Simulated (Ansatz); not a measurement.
The system is CoO.

```
Co O
1.0
     2.57053    0.00000    0.00000
     0.00000    2.57053    0.00000
     0.00000    0.00000    5.14105
Co O
2 2
Direct
  0.00000 0.00000 0.00000
  0.00000 0.00000 0.50000
  0.50000 0.50000 0.25000
  0.50000 0.50000 0.75000
```

Measurements of this composition are mostly on another form, of space group No. 225.

The cell isn't the ideal one: another cell of the same crystal, with 4 atoms.

Program: Ansatz 0.2.0. Alike in all runs: task density of states; potentials or basis Ansatz PAW; spin collinear, antiferromagnetic start; cell another cell of the same crystal, with 4 atoms; k mesh 10 × 10 × 5; cutoff (eV) 420; smearing fermi-dirac 0.05 eV.

Question: Order these runs on this cell by their band gap on the k mesh, lowest first.
A. level PBE+U; U Co d U = 2 eV; hubbard projectors ortho-atomic (the default); double counting fll (the default)
B. level PBE
C. level PBE+U; U Co d U = 3 eV; hubbard projectors ortho-atomic (the default); double counting fll (the default)

Answer: B (metal), A (1.61 eV), C (2.22 eV).

Caveats: the density of states is complete only up to the lowest level of the last band computed; the magnetic or orbital state may not be the lowest (some runs); odd divisions of the mesh miss points on the zone boundary, where band edges often lie, so the gap on the mesh can be too wide (some runs); semilocal functionals often make such compounds metallic where correlation or magnetic order opens a gap, which also shifts bond lengths (some runs).

A k mesh can miss the band edges.

Not every run made on this cell is shown here.
